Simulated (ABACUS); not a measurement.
Se:

```
CELL_PARAMETERS angstrom
4.36620 0.00000 0.00000
-2.18310 3.78124 0.00000
0.00000 0.00000 4.95360
ATOMIC_POSITIONS crystal
Se 0.77460 0.77460 0.00000
Se 0.00000 0.22540 0.66667
Se 0.22540 0.00000 0.33333
```

Base run:

```yaml
Program: ABACUS 3.10.1
Functional: PBE
Potentials_or_basis: PseudoDojo NC SR 0.4.1 PBE standard
Cutoff: 1184 eV
Density_cutoff: 4735 eV
Basis: plane waves
k_mesh: 7 × 7 × 6
Occupations: fermi-dirac, width 0.05 eV
Spin: no spin polarisation
```

Its results: band gap on the k mesh 1.20 eV, indirect (least direct gap 1.47 eV); pressure 2.8 GPa; largest force 0.419 eV/Å.

**Question.** The run is repeated on the same cell with these changes: cutoff from 1184 eV to 1361 eV; density cutoff from 4735 eV to 5442 eV; basis from plane waves to TZDP LCAO (the cutoffs set its grid). What comes out?

**Answer.** Band gap on the k mesh 1.19 eV, indirect (least direct gap 1.45 eV); pressure 3.5 GPa; largest force 0.676 eV/Å.

Caveats: an odd mesh through Γ misses points on the zone boundary, where band edges often lie; the atomic orbitals were generated for these runs and aren't a published set (some runs); the basis of atomic orbitals isn't converged, which shifts pressures, moduli and gaps (some runs).

Not every run made on this cell is shown here.
